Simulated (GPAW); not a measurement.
The system is Pd.

```
Pd
1.0
    -1.57228    1.57228    1.57228
     1.57228   -1.57228    1.57228
     1.57228    1.57228   -1.57228
Pd
1
Direct
  0.00000 0.00000 0.00000
```

This isn't the form of Pd at room conditions, which is fcc.

- Program: GPAW 26.7.0
- Task: relaxation of cell and atoms
- Functional: PBEsol
- Dispersion: D3
- Potentials or basis: PAW data sets generated in the run's folder for this functional
- Cutoff: 600 eV
- Basis: pw
- k mesh: 12 × 12 × 12
- Occupations: fermi-dirac, width 0.05 eV
- Spin: no spin polarisation

At the start: pressure -14.3 GPa; volume 15.55 Å³/atom.

**Question.** Where does the relaxation end?

**Answer.** Over 4 steps the energy falls by 63.2 meV/atom and the volume is 14.28 Å³/atom (-8.2 %); space group Im-3m (No. 229, to 0.05 Å).

The path:
```csv
step,energy change (eV),largest force (eV/Å),pressure (GPa),volume (Å³)
1,0.0000,0.0000,-14.26,15.55
2,-0.0566,0.0000,-5.17,14.65
3,-0.0631,0.0000,0.97,14.21
4,-0.0632,0.0000,-0.05,14.28
```

Final structure:
```
Pd
1.0
    -1.52817    1.52817    1.52817
     1.52817   -1.52817    1.52817
     1.52817    1.52817   -1.52817
Pd
1
Direct
  0.00000 0.00000 0.00000
```

Caveat: later steps reuse the first step's grids; pairwise dispersion overbinds metals, which lowers pressure and volume.
